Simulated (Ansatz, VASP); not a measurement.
# One calculation of SiO2, two programs

The input INCAR:

```
ALGO = Normal ; EDIFF = 1E-7
ENCUT = 520 ; GGA = PE
ISIF = 2 ; ISMEAR = 0
LASPH = T ; LCHARG = F
LREAL = F ; LWAVE = F
NBANDS = 25 ; NELM = 100
PREC = Accurate ; SIGMA = 0.02
```

The input KPOINTS:

```
k-points
0
Gamma
  6 6 6
```

The input POSCAR:

```
SiO2
1.0
   -2.5133695493      2.5133695493      3.6893902076
    2.5133695493     -2.5133695493      3.6893902076
    2.5133695493      2.5133695493     -3.6893902076
Si O
2 4
Direct
    0.0000000000      0.0000000000      0.0000000000
    0.7500000000      0.2500000000      0.5000000000
    0.9670112400      0.6250000000      0.8420112400
    0.3750000000      0.2170112400      0.3420112400
    0.7829887600      0.1250000000      0.1579887600
    0.8750000000      0.0329887600      0.6579887600
```

Input for Ansatz:

```yaml
crystal:
  lattice:
    - [-2.5133695493, 2.5133695493, 3.6893902076]
    - [2.5133695493, -2.5133695493, 3.6893902076]
    - [2.5133695493, 2.5133695493, -3.6893902076]
  atoms:
    - { symbol: Si, position: [0.0, 0.0, 0.0] }
    - { symbol: Si, position: [0.75, 0.25, 0.5] }
    - { symbol: O, position: [0.96701124, 0.625, 0.84201124] }
    - { symbol: O, position: [0.375, 0.21701124, 0.34201124] }
    - { symbol: O, position: [0.78298876, 0.125, 0.15798876] }
    - { symbol: O, position: [0.875, 0.03298876, 0.65798876] }
basis:
  ecutwfc: 420
kpoints:
  mp_grid: { grid: [6, 6, 6] }
  band_path: { path: [VBM, CBM], npoints: 2 }
hamiltonian:
  xc: pbe
scf:
  occupations: { method: gaussian, width: 0.02 }
output:
  forces: false
  stress: false
  eigenvalues: true
checkpoint:
  read: start.run
  write: ck
  compress: false
  write_wavefunctions: false
  write_every: 100000
```

Alike in both runs: task single point; functional PBE; k mesh 6 × 6 × 6; occupations gaussian, width 0.02 eV; no spin polarisation.

|  | VASP | Ansatz |
| --- | --- | --- |
| version | VASP 6.6.1 | Ansatz 0.2.0 |
| potentials or method | VASP PAW PBE potentials, release 64 (Si, O) | scalar-relativistic, plane waves, PAW |
| plane-wave cutoff (eV) | 520 | 420 |
| valence electrons in the cell | 32 | 32 |

```tsv
	VASP	Ansatz	Ansatz less VASP
gap on the k mesh at the Fermi level (eV)	5.73	5.73	+0.001
least direct gap on the mesh (eV)	5.73	5.73	+0.001
```

With one functional, cell and mesh, what is left measures potentials, basis and numerics.

A k mesh can miss the band edges.
